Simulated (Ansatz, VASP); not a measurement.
## One calculation of Cd, two programs

The input INCAR:

```
SYSTEM = Cd
PREC = Accurate
ENCUT = 520
EDIFF = 1E-7
ISMEAR = 0
SIGMA = 0.15
LREAL = .FALSE.
LASPH = .TRUE.
NELM = 100
ALGO = Normal
ISIF = 2
LWAVE = .FALSE.
LCHARG = .TRUE.
GGA = PS
LELF = .TRUE.
LVHAR = .TRUE.
NBANDS = 12
```

File KPOINTS:

```
regular mesh
0
G
  20 20 20
  0 0 0
```

POSCAR

```
Cd
1.0
   -2.0029345540      2.0029345540      1.4160747297
    2.0029345540     -2.0029345540      1.4160747297
    2.0029345540      2.0029345540     -1.4160747297
Cd
1
Direct
    0.0000000000      0.0000000000      0.0000000000
```

Input for Ansatz:

```yaml
crystal:
  lattice:
    - [-2.002934554, 2.002934554, 1.4160747297]
    - [2.002934554, -2.002934554, 1.4160747297]
    - [2.002934554, 2.002934554, -1.4160747297]
  atoms:
    - { symbol: Cd, position: [0.0, 0.0, 0.0] }
basis:
  ecutwfc: 420
kpoints:
  mp_grid: { grid: [20, 20, 20] }
hamiltonian:
  xc: pbesol
scf:
  occupations: { method: gaussian, width: 0.15 }
output:
  forces: true
  stress: true
  eigenvalues: true
```

Alike in both runs: task single point; functional PBEsol; k mesh 20 × 20 × 20; occupations gaussian, width 0.15 eV; no spin polarisation.

|  | VASP | Ansatz |
| --- | --- | --- |
| version | VASP 6.6.1 | Ansatz 0.2.0 |
| potentials or method | VASP PAW PBE potentials, release 64 (Cd) | scalar-relativistic, plane waves, PAW |
| plane-wave cutoff (eV) | 520 | 420 |
| valence electrons in the cell | 12 | 20 |

Ansatz gave:

- gap on the k mesh at the Fermi level (eV): none
- pressure (GPa): -1.8
- largest component of the traceless stress (GPa): 2.28

Task: Which values does VASP return?

Result: gap on the k mesh at the Fermi level (eV): none; pressure (GPa): -1.5; largest component of the traceless stress (GPa): 2.49.

A gap of «none» marks a metal or a gap that the smearing closes. The two sets of potentials don't hold the same shells in valence.

Caveats: the PAW data sets were made with another functional, which shifts forces and pressure a little (VASP).
